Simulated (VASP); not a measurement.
# VASP 6.6.1 run: SnTe

INCAR

```
IBRION = -1
LMAXMIX = 4
NBANDS = 17
EDIFF = 1E-7
ENCUT = 450
SIGMA = 0.02
NSW = 0
PREC = Accurate
LREAL = .FALSE.
ISIF = 2
NELM = 120
ISMEAR = -1
LCHARG = .FALSE.
LASPH = .TRUE.
GGA = PE
LWAVE = .FALSE.
```

KPOINTS

```
KPOINTS created by Atomic Simulation Environment
0
Gamma
8 8 8
0 0 0
```

POSCAR

```
Sn Te
 1.0000000000000000
     0.0000000000000000    3.0936504350999998    3.2004528642999999
     3.0936504350999998    0.0000000000000000    3.2004528642999999
     3.0936504350999998    3.0936504350999998    0.0000000000000000
 Sn  Te
   1   1
Cartesian
  0.0000000000000000  0.0000000000000000  0.0000000000000000
  3.0936504350999998  3.0936504350999998  3.2004528642999994
```

The recommended PBE PAW datasets give the neutral cell 20 valence electrons.

Command

```
mpirun -np 1 vasp_std
```

Predict the outcome of this run.

It converged. Results: gap between bands v and c on the k mesh 0.24 eV; least direct gap on the k mesh 0.24 eV; pressure 3.6 GPa. Band v is the last that the valence electrons fill when counted band by band, and c is the next.

OSZICAR

```
N       E                     dE             d eps       ncg     rms          rms(c)
DAV:   1     0.123857542364E+03    0.12386E+03   -0.88571E+03  2019   0.124E+03
DAV:   2     0.362227614164E+01   -0.12024E+03   -0.11706E+03  2121   0.320E+02
DAV:   3    -0.722681378728E+01   -0.10849E+02   -0.10787E+02  2502   0.873E+01
DAV:   4    -0.753171461645E+01   -0.30490E+00   -0.30469E+00  2443   0.154E+01
DAV:   5    -0.754377595546E+01   -0.12061E-01   -0.12061E-01  2908   0.294E+00    0.508E+00
DAV:   6    -0.749680683128E+01    0.46969E-01   -0.10542E-01  2677   0.221E+00    0.315E+00
DAV:   7    -0.749802957518E+01   -0.12227E-02   -0.50820E-02  2468   0.113E+00    0.722E-01
DAV:   8    -0.749794797252E+01    0.81603E-04   -0.75231E-03  2579   0.693E-01    0.187E-01
DAV:   9    -0.749807486969E+01   -0.12690E-03   -0.60556E-04  2703   0.251E-01    0.412E-02
DAV:  10    -0.749806256359E+01    0.12306E-04   -0.11093E-04  2690   0.952E-02    0.151E-02
DAV:  11    -0.749806696248E+01   -0.43989E-05   -0.36277E-05  2508   0.512E-02    0.214E-02
DAV:  12    -0.749806658762E+01    0.37486E-06   -0.35080E-06  2569   0.175E-02    0.684E-03
DAV:  13    -0.749806578733E+01    0.80029E-06   -0.13355E-06  2275   0.961E-03    0.136E-02
DAV:  14    -0.749806614555E+01   -0.35822E-06   -0.41069E-07  2371   0.444E-03    0.165E-03
DAV:  15    -0.749806622724E+01   -0.81688E-07   -0.31220E-08  1157   0.861E-04
   1 F= -.74980662E+01 E0= -.74980609E+01  d E =-.106053E-04
```

For comparison, a separate PBE run of the intended cell, on usual settings and not on those above, gives a gap of 0.24 eV on its mesh and a pressure of 3.5 GPa.
